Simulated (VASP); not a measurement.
Input of a VASP 6.6.1 run:

Contents of INCAR:

```
SYSTEM = TePb
ALGO     = Normal         ! electronic algorithm
EDIFF    = 1E-6           ! SCF threshold, eV
ENCUT    = 520            ! plane-wave cutoff, eV
GGA      = PE             ! functional
ISIF     = 2              ! what is computed and relaxed
ISMEAR   = 0              ! smearing method
LASPH    = .TRUE.         ! aspherical terms in the spheres
LCHARG   = .FALSE.        ! write CHGCAR
LREAL    = .FALSE.        ! projectors in reciprocal space
LWAVE    = .FALSE.        ! write WAVECAR
NBANDS   = 17             ! bands
NELM     = 100            ! most SCF steps
PREC     = Accurate       ! precision mode
SIGMA    = 0.02           ! smearing width, eV
```

KPOINTS

```
k-points
0
G
  8 8 8
  0 0 0
```

POSCAR

```
TePb
1.0
    0.0000000000      3.1703661500      3.1703661500
    3.1703661500      0.0000000000      3.1703661500
    3.1703661500      3.1703661500      0.0000000000
Te Pb
1 1
Direct
    0.5000000000      0.5000000000      0.5000000000
    0.0000000000      0.0000000000      0.0000000000
```

Potentials or basis: VASP PAW PBE potentials, release 64 (Te, Pb_d).

Launch:

```console
$ cat potpaw_PBE.64/Te/POTCAR potpaw_PBE.64/Pb_d/POTCAR > POTCAR
$ mpirun -np 1 vasp_std > vasp.out
```

Q: Estimate the band gap on the k mesh.

A: 0.60 eV, direct.

Q: What does it give for the pressure?

A: 5.2 GPa.

Caveat: spin-orbit coupling is left out, which as a rule narrows the gap of such compounds by several tenths of an eV. A k mesh can miss the band edges.
